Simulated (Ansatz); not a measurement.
The reference is InCuS2 in the chalcopyrite structure (space group I-42d, No. 122; a = 5.483 Å, c = 11.044 Å). Axes: x, y, z lie along a, b, c of the conventional cell.

All numbers come from PBEsol (Ansatz, a program for electronic structure), no spin-orbit coupling.

Base values:

| Quantity | Result |
|---|---|
| Shortest interatomic distance | 2.281 Å |
| Pressure | 0.0 GPa |

The change: the symmetric strain tensor [-0.0175 -0.0135 -0.0069; -0.0135 0.0068 0.0080; -0.0069 0.0080 -0.0070], atoms relaxed at fixed cell.

Question: What does the calculation give for the shortest interatomic distance after the change?

Answer: The shortest interatomic distance decreases by 0.017 Å to 2.264 Å.

Question: How does this affect the energy relative to the base?

Answer: The energy goes up by 5.1 meV/atom.

Question: What happens to the largest internal atomic displacement?

Answer: The largest internal atomic displacement amounts to 0.025 Å.

Question: Predict the new pressure.

Answer: The pressure (mean of the normal stresses, compression positive) goes from zero to 1.4 GPa.

Stability against distortions was not tested. The final runs are not spin-polarised.
